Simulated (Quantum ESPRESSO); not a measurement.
The system is BAs.

```
As B
1.0
     0.00000    2.38850    2.38850
     2.38850    0.00000    2.38850
     2.38850    2.38850    0.00000
As B
1 1
Cartesian
  3.5827 3.5827 3.5827
  0.0000 0.0000 0.0000
```

Base run:

```yaml
Program: Quantum ESPRESSO 7.5
Functional: WC
Potentials_or_basis: GBRV 1.5 PBE
Cutoff: 612 eV
Density_cutoff: 4898 eV
k_mesh: 8 × 8 × 8, shifted
Occupations: fermi-dirac, width 0.05 eV
Spin: no spin polarisation
```

Its results: pressure 0.5 GPa; electronic dielectric tensor (diagonal) 9.87.

Problem. The run is repeated on the same cell with these changes: functional from WC to AM05. What comes out?

Solution. Pressure 0.0 GPa; electronic dielectric tensor (diagonal) 9.84.

Caveats: the potentials were made for another functional, which shifts forces and pressure.
